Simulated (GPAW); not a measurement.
Wanted: an ASE script for a GPAW 26.7.0 run.

```
Task                : relaxation of cell and atoms
Functional          : RPBE
Potentials or basis : the program's PAW data sets (release 1.2.1) made for this functional
Cutoff              : 800 eV
Basis               : pw
k mesh              : 5 × 5 × 4
Occupations         : fermi-dirac, width 0.05 eV
Spin                : collinear spin, ferromagnetic start
Starting moments    : [0.5, 0.0, 0.0] μB
Target pressure     : -2 GPa
convergence         : density=1e-06 energy=1e-06 eigenstates=1e-10
Maxiter             : 150
Optimizer           : BFGS
Fmax                : 0.01 eV/Å
Max steps           : 40
Target pressure     : -2 GPa
```

The structure of HfB2 lies in POSCAR:

```
HfB2
1.0
    3.1621090000     -0.0187970000      0.0401520000
   -1.5973330000      2.7251910000      0.0157900000
    0.0445000000      0.0458990000      3.4614570000
Hf B
1 2
Direct
    0.0000000000      0.0000000000      0.0000000000
    0.6666666667      0.3333333333      0.5000000000
    0.3333333333      0.6666666667      0.5000000000
```

The cell isn't the ideal one: cell strained at random at fixed volume.

One way to write it, as run:

run.py

```python
from ase.filters import FrechetCellFilter
from ase.io import read, write
from ase.optimize import BFGS
from ase.units import GPa
from gpaw import GPAW, PW

atoms = read('POSCAR')
atoms.set_initial_magnetic_moments([0.5, 0.0, 0.0])

calc = GPAW(mode=PW(800),
            xc='RPBE',
            kpts={'size': (5, 5, 4), 'gamma': True},
            occupations={'name': 'fermi-dirac', 'width': 0.05},
            nbands=20,
            convergence={'density': 1e-06, 'energy': 1e-06, 'eigenstates': 1e-10},
            maxiter=150,
            txt='gpaw.txt')
atoms.calc = calc
opt = BFGS(FrechetCellFilter(atoms, scalar_pressure=-2 * GPa), trajectory='relax.traj', logfile='-')
done = opt.run(fmax=0.01, steps=40)
calc.write('gs.gpw')
write('result.traj', atoms)
print('Converged:', done)
print('Cell:', atoms.cell.cellpar().round(4))
print('Volume:', round(atoms.get_volume(), 4))
print(atoms.get_scaled_positions().round(5))
```

Potentials or basis: the program's PAW data sets (release 1.2.1) made for this functional, pw.

The run is started by

```sh
$ OMP_NUM_THREADS=1 python run.py
```

Results of the run:

| Item | Value |
| --- | --- |
| Relaxed volume | 10.25 Å³/atom |
| Relaxed cell | a = 3.178 Å, b = 3.178 Å, c = 3.516 Å, α = 90.00°, β = 90.00°, γ = 120.00° |
| Space group after relaxing (to 0.05 Å) | P6/mmm (No. 191) |
| Energy change on relaxing (the enthalpy is what falls) | -18.7 meV/atom |
| Ionic steps | 10 |
| Pressure after relaxing | -2.0 GPa |
| Band gap on the k mesh | none (metal or under the smearing width) |
| Net moment | 0.00 μB per cell |

Caveat: the k mesh is coarse (spacing up to 0.46 Å⁻¹), so the values aren't converged; each step starts from the last one's moments, so a moment once lost doesn't come back; later steps reuse the first step's grids.

Run time: 8.4 min on 1 thread of Arm Neoverse V1, with other jobs on the host, peak memory 0.37 GiB.
